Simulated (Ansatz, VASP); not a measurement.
## Mo: VASP beside Ansatz

Contents of INCAR:

```
PREC = Accurate ; ENCUT = 520
EDIFF = 1E-6 ; ISMEAR = 0
SIGMA = 0.1 ; LREAL = False
LASPH = True ; NELM = 100
ALGO = Fast ; ISIF = 2
LWAVE = False ; LCHARG = False
GGA = PE ; NBANDS = 13
```

The input KPOINTS:

```
Automatic mesh
0
Gamma
  18 18 18
```

POSCAR

```
Mo
1.0
   -1.5253624500      1.5253624500      1.5253624500
    1.5882024500     -1.5882024500      1.6510424500
    1.5882024500      1.6510424500     -1.5882024500
Mo
1
Direct
    0.0000000000      0.0000000000      0.0000000000
```

Input for Ansatz:

```yaml
crystal:
  lattice:
    - [-1.52536245, 1.52536245, 1.52536245]
    - [1.58820245, -1.58820245, 1.65104245]
    - [1.58820245, 1.65104245, -1.58820245]
  atoms:
    - { symbol: Mo, position: [0.0, 0.0, 0.0] }
basis:
  ecutwfc: 420
kpoints:
  mp_grid: { grid: [18, 18, 18] }
hamiltonian:
  xc: pbe
scf:
  occupations: { method: gaussian, width: 0.1 }
output:
  forces: true
  stress: true
  eigenvalues: true
  populations: true
  write_density: true
  write_potential: true
  elf: true
  volumetric_format: npy
```

Alike in both runs: task single point; functional PBE; k mesh 18 × 18 × 18; occupations gaussian, width 0.1 eV; no spin polarisation.

```csv
,VASP,Ansatz
version,VASP 6.6.1,Ansatz 0.2.0
potentials or method,"VASP PAW PBE potentials, release 64 (Mo_sv)","scalar-relativistic, plane waves, PAW"
plane-wave cutoff (eV),520,420
valence electrons in the cell,14,14
```

VASP gave:

```
gap on the k mesh at the Fermi level (eV)       : none
pressure (GPa)                                  : -2.3
largest component of the traceless stress (GPa) : 4.22
```

**Question.** Which values does Ansatz return?

**Answer.** gap on the k mesh at the Fermi level (eV): none; pressure (GPa): -2.8; largest component of the traceless stress (GPa): 4.18.

A gap of «none» marks a metal or a gap that the smearing closes.
